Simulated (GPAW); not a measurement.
# CuO (Tenorite) (C2/c) in GPAW: single point with LDA+U

Aim: the single point of CuO (Tenorite) with LDA+U.

Program: GPAW 26.7.0. These are calculated values, not measurements. Logs are shortened: lines on timing, memory, paths and dates and some standing lists are left out, and cuts for length are marked. The log counts tension as positive stress, the text compression.

## 1. The undisturbed crystal

The structure is monoclinic, space group C2/c (No. 15). Conventional cell: a = 4.684 Å, b = 3.423 Å, c = 5.129 Å, α = 90.00°, β = 99.54°, γ = 90.00°. Cu (site symmetry -1) has 4 O at 1.95 to 1.96 Å as nearest neighbours. Around O (site symmetry 2) lie 4 Cu at 1.95 to 1.96 Å.

## 2. Single point, LDA+U (volume scaled by 1.04)

Input file run.py:

```python
from ase.dft.bandgap import bandgap
from ase.io import read, write
from ase.units import GPa
from gpaw import GPAW, PW

atoms = read('CuO.cif')

calc = GPAW(mode=PW(650),
            xc='LDA',
            kpts={'size': (8, 8, 4), 'gamma': True},
            occupations={'name': 'fermi-dirac', 'width': 0.05},
            setups={'Cu': ':d,8.0'},
            nbands=33,
            convergence={'density': 1e-05, 'energy': 1e-05},
            maxiter=80,
            txt='gpaw.txt')
atoms.calc = calc
energy = atoms.get_potential_energy()
forces = atoms.get_forces()
stress = atoms.get_stress()
calc.write('gs.gpw')
write('result.traj', atoms)
print(f'Energy: {energy:.6f} eV')
print('Forces (eV/A):')
print(forces.round(4))
print('Stress (GPa):', (stress / GPa).round(3))
print('Fermi level:', round(calc.get_fermi_level(), 4), 'eV')
print(f'Gap: {bandgap(calc)[0]:.4f} eV, direct: {bandgap(calc, direct=True)[0]:.4f} eV')
```

Input file CuO.cif:

```cif
data_CuO
_cell_length_a 2.93865293
_cell_length_b 2.93865293
_cell_length_c 5.19629195
_cell_angle_alpha 97.69011930
_cell_angle_beta 97.69011930
_cell_angle_gamma 72.31471463
_space_group_name_H-M_alt 'P1'
_space_group_name_Hall 'P 1'
_space_group_IT_number 1
loop_
_space_group_symop_operation_xyz
'x,y,z'
loop_
_atom_site_label
_atom_site_type_symbol
_atom_site_symmetry_multiplicity
_atom_site_Wyckoff_symbol
_atom_site_fract_x
_atom_site_fract_y
_atom_site_fract_z
_atom_site_occupancy
Cu1 Cu 1 a 0.5000000000 0.0000000000 0.5000000000 1
Cu2 Cu 1 a 0.0000000000 0.5000000000 0.0000000000 1
O1 O 1 a 0.4184000000 0.5816000000 0.7500000000 1
O2 O 1 a 0.5816000000 0.4184000000 0.2500000000 1
```

Potentials or basis: the program's PAW data sets (release 1.2.1) made for this functional, pw.

Run with:

```console
$ OMP_NUM_THREADS=1 python run.py
```

gpaw.txt:

```text
__  _  _
 | _ |_)|_||  |
 |__||  | ||/\| - 26.7.0

Input parameters:
  mode=PW(ecut=650.0),
  convergence={'density': 1e-05, 'energy': 1e-05},
  kpts=MonkhorstPack(size=(8, 8, 4), gamma=True),
  maxiter=80,
  nbands=33,
  occupations=Occupations(name='fermi-dirac', width=0.05),
  setups={'Cu': ':d,8.0'},
  xc=XC(name='LDA')

Diagonalizing LCAO Hamiltonian
Converting LCAO to pw mode

         O

        Cu
           O

        Cu

Atoms  # Å, Bohr magnetons
|   | symbol |        x |         y |        z |    initial magnetic moments |
|---|--------|----------|-----------|----------|-----------------------------|
| 0 |     Cu | 1.121655 | -0.254060 | 2.562214 | ( 0.0000,  0.0000,  0.0000) |
| 1 |     Cu | 0.446364 |  1.399885 | 0.000000 | ( 0.0000,  0.0000,  0.0000) |
| 2 |      O | 1.227236 |  1.247257 | 3.843321 | ( 0.0000,  0.0000,  0.0000) |
| 3 |      O | 1.908802 |  1.044394 | 1.281107 | ( 0.0000,  0.0000,  0.0000) |

Unit cell  # Å
| periodic |         x |         y |        z |  lengths |    angles |
|----------|-----------|-----------|----------|----------|-----------|
|      yes |  2.938653 |  0.000000 | 0.000000 | 2.938653 | 97.690119 |
|      yes |  0.892729 |  2.799771 | 0.000000 | 2.938653 | 97.690119 |
|      yes | -0.695343 | -0.508120 | 5.124428 | 5.196292 | 72.314715 |

Number of symmetries: 2
Symmetry operations  # r_c * U_cc + t_c -> r_c
|   | kind |            matrix            |
|---|------|------------------------------|
| 0 |  E   |  1, 0, 0,  0, 1, 0,  0, 0, 1 |
| 1 |  i   | -1, 0, 0,  0,-1, 0,  0, 0,-1 |

BZ-sampling:
  Number of BZ points: 256
  Number of IBZ points: 132

  Monkhorst-Pack size: [8, 8, 4]
  Monkhorst-Pack shift: [0.0625, 0.0625, 0.125]

K-points  # in reciprocal-cell coordinates
|     |                                coordinates |     weight |
|-----|--------------------------------------------|------------|
|   0 | (  0.00000000,   0.00000000,   0.00000000) | 0.00390625 |
|   1 | (  0.00000000,   0.00000000,   0.25000000) | 0.00781250 |
|   2 | (  0.00000000,   0.00000000,   0.50000000) | 0.00390625 |
|   3 | (  0.00000000,   0.12500000,  -0.25000000) | 0.00781250 |
|   4 | (  0.00000000,   0.12500000,   0.00000000) | 0.00781250 |
|   5 | (  0.00000000,   0.12500000,   0.25000000) | 0.00781250 |
|   6 | (  0.00000000,   0.12500000,   0.50000000) | 0.00781250 |
|   7 | (  0.00000000,   0.25000000,  -0.25000000) | 0.00781250 |
|   8 | (  0.00000000,   0.25000000,   0.00000000) | 0.00781250 |
|   9 | (  0.00000000,   0.25000000,   0.25000000) | 0.00781250 |
| ... |                                            |            |
| 131 | (  0.50000000,   0.50000000,   0.50000000) | 0.00390625 |

Plane wave coefficients: 1608
Cutoff: 650.0 eV

Spin-components: 1 (collinear spins)
Bands:           33
Projectors:      22
Spin-degeneracy: 2
Datatype:        complex128

Density:
  Valence electrons: 34.0
  Components: 1
  Grid points: [18 18 32]
  Charge: 0.0  # |e|

Potential:
  Grid points: [18 18 32]

species:
  Cu:
    name:    Copper
    Z:       29.0
    valence: 11
    core:    18
    charge:  0.0  # [|e|]
    Hubbard: {U: 8.0,  # eV
              l: 2,
              scale: True}
    compensation charges:
      type: gauss
      rc: 0.33  # [Å]
      lmax: 2
    cutoffs:
      filter: 2.06  # [Å]
      core: 2.43  # [Å]
    projectors
    | kind |    occ | energy [eV] | rcut [Å] |
    |------|--------|-------------|----------|
    |   4s |  1.000 |      -4.857 |    1.164 |
    |   4p |  0.000 |      -0.783 |    1.164 |
    |   3d | 10.000 |      -5.324 |    1.058 |
    |    s |        |      22.354 |    1.164 |
    |    p |        |      26.429 |    1.164 |
    |    d |        |      21.887 |    1.058 |

    Using partial waves for Cu as LCAO basis

  O:
    name:    Oxygen
    Z:       8.0
    valence: 6
    core:    2
    charge:  0.0  # [|e|]
    compensation charges:
      type: gauss
      rc: 0.21  # [Å]
      lmax: 2
    cutoffs:
      filter: 1.17  # [Å]
      core: 0.83  # [Å]
    projectors
    | kind |    occ | energy [eV] | rcut [Å] |
    |------|--------|-------------|----------|
    |   2s |  2.000 |     -23.752 |    0.688 |
    |   2p |  4.000 |      -9.195 |    0.598 |
    |    s |        |       3.459 |    0.688 |
    |    p |        |      18.016 |    0.598 |
    |    d |        |       0.000 |    0.619 |

    Using partial waves for O as LCAO basis

Reference energy: -93958.010232  # eV

eigensolver:
  PPCG
  Converge bands: occupied
  niter=2

density mixing:
  MSR1-Mixer
  Pratt-step length: 0.05
  Maximum mixing coefficient: 0.75
  Old densities: 10
  SVD Regularization: 0.005
  Good broyden scale: 1.0
  Trust region scale: 1.0
  Backstep threshold: 4.0
  History deletion threshold: 6.0
  Fourier metric: weight=20.0, sigma=0.015

occupation numbers:
  Fermi-Dirac:
    width: 0.0500  # eV

poisson solver:
  ecut: 5200.0  # eV

xc functional:
  name: None

convergence criteria:
- Maximum integral of absolute [dens]ity change: 1e-05 electrons / valence electron
- Maximum [total energy] change in last 3 cyles: 1e-05 eV / valence electron
- Maximum integral of absolute [eigenst]ate change: 4e-08 eV^2 / valence electron
maximum number of iterations: 80

SCF iterations
|iter     | |      energy | eigst |  dens |
|---------|-|-------------|-------|-------|
|iter:   1| |  -23.698644 | -0.16 |       |
|iter:   2| |  -23.037643 | -2.27 | -1.05 |
|iter:   3| |  -22.080769 | -1.82 | -1.13 |
|iter:   4| |  -22.100217 | -3.35 | -1.63 |
|iter:   5| |  -22.131036 | -3.33 | -1.81 |
|iter:   6| |  -22.155504 | -3.33 | -2.20 |
|iter:   7| |  -22.138285 | -3.71 | -2.11 |
|iter:   8| |  -22.138867 | -5.79 | -3.07 |
|iter:   9| |  -22.139416 | -5.05 | -3.20 |
|iter:  10| |  -22.139420 | -6.91 | -4.06 |
|iter:  11| |  -22.139422c| -7.45c| -4.36 |
|iter:  12| |  -22.139422c| -7.94c| -5.26c|

Converged in 12 steps
Energy contributions relative to reference atoms: (reference = -93958.010232)

Energy contributions:
  Kinetic:          43.486487
  Coulomb:         -43.152690
  Zero:              0.246746
  External:          0.000000
  Xc:              -22.712042
  Entropy:          -0.015845
  Spinorbit:         0.000000
  ----------------------------
  Free energy:     -22.147344
  Extrapolated:    -22.139422

dipole moment: (-6.649591, -4.859171, -10.865731)  # |e|*Ang

Fermi level: 4.822
Eigenvalues  # (at kpt = [0.000, 0.000, 0.000])
| band index |      eig [eV] | occ [0-2] |
|------------|---------------|-----------|
|          0 |       -13.987 |     2.000 |
|        ... |               |           |
|          8 |         0.446 |     2.000 |
|          9 |         0.744 |     2.000 |
|         10 |         0.829 |     2.000 |
|         11 |         1.090 |     2.000 |
|         12 |         1.779 |     2.000 |
|         13 |         2.396 |     2.000 |
|         14 |         2.406 |     2.000 |
|         15 |         2.812 |     2.000 |
|         16 |         5.057 |     0.018 |
|         17 |         5.789 |     0.000 |
|         18 |         6.751 |     0.000 |
|         19 |        11.455 |     0.000 |
|         20 |        13.158 |     0.000 |
|         21 |        18.703 |     0.000 |
|         22 |        20.511 |     0.000 |
|         23 |        21.311 |     0.000 |
|        ... |               |           |
|         32 |        28.091 |     0.000 |

No gap
No difference between direct/indirect transitions

Forces  # eV/Ang
|        x |        y |        z |
|----------|----------|----------|
|  0.00000 |  0.00000 |  0.00000 |  # Cu   0
|  0.00000 |  0.00000 |  0.00000 |  # Cu   1
|  0.21456 | -0.29402 | -0.00005 |  # O    2
| -0.21456 |  0.29402 |  0.00005 |  # O    3

Stress tensor  # eV/Ang^3
|         x |         y |         z |
|-----------|-----------|-----------|
|  0.101424 |  0.010068 | -0.005372 |
|  0.010068 |  0.095009 | -0.003923 |
| -0.005372 | -0.003923 |  0.128231 |

# Writing to gs.gpw (mode='')
```

Wall time 100 s (1 thread of AMD EPYC 7R43 (Zen 3), shared host); peak memory 0.29 GiB.

Results:

| Property | Result |
| --- | --- |
| Free energy | -22.1473 eV |
| Pressure | -17.3 GPa |
| Largest force | 0.364 eV/Å |
| Band gap on the k mesh | none (metal or under the smearing width) |

Forces in eV/Å, atoms in the order of the input:
```
Cu   0.000  0.000  0.000
Cu   0.000  0.000  0.000
O    0.215 -0.294  0.000
O   -0.215  0.294  0.000
```

Levels at points of the mesh, in eV from the Fermi level:
```tsv
k point	band 13	band 14	band 15	band 16	band 17	band 18	band 19	band 20	band 21	band 22
(0.00, 0.00, 0.00)	-3.04	-2.43	-2.42	-2.01	0.24	0.97	1.93	6.63	8.34	13.88
(0.00, 0.00, 0.50)	-3.20	-3.20	-1.80	-1.80	0.36	0.36	4.20	4.20	12.01	12.01
(0.00, 0.50, 0.00)	-3.62	-2.83	-2.55	-1.82	0.10	0.37	5.51	6.85	7.24	11.39
(0.00, 0.50, 0.50)	-3.75	-3.04	-2.90	-2.42	-0.26	0.73	5.74	6.89	8.57	8.92
(0.50, 0.00, 0.00)	-3.63	-2.83	-2.55	-1.82	0.10	0.37	5.51	6.85	7.24	11.39
(0.50, 0.00, 0.50)	-3.75	-3.04	-2.90	-2.42	-0.26	0.73	5.74	6.89	8.57	8.92
(0.50, 0.50, 0.00)	-3.86	-3.16	-2.54	-2.20	-1.16	1.13	4.12	7.55	9.18	10.24
(0.50, 0.50, 0.50)	-2.89	-2.89	-2.11	-2.11	-0.41	-0.41	5.81	5.81	9.37	9.37
```

Caveat: with this Cu data set, volumes or pressures lay over 1.5 % or 2 GPa off other programs in two to four cells of ten; the cutoff is short for stress and forces, so pressures can be off by a GPa or more; the run has no spin polarisation, though such a crystal can be magnetic; U without spin polarisation on a metal has little footing.
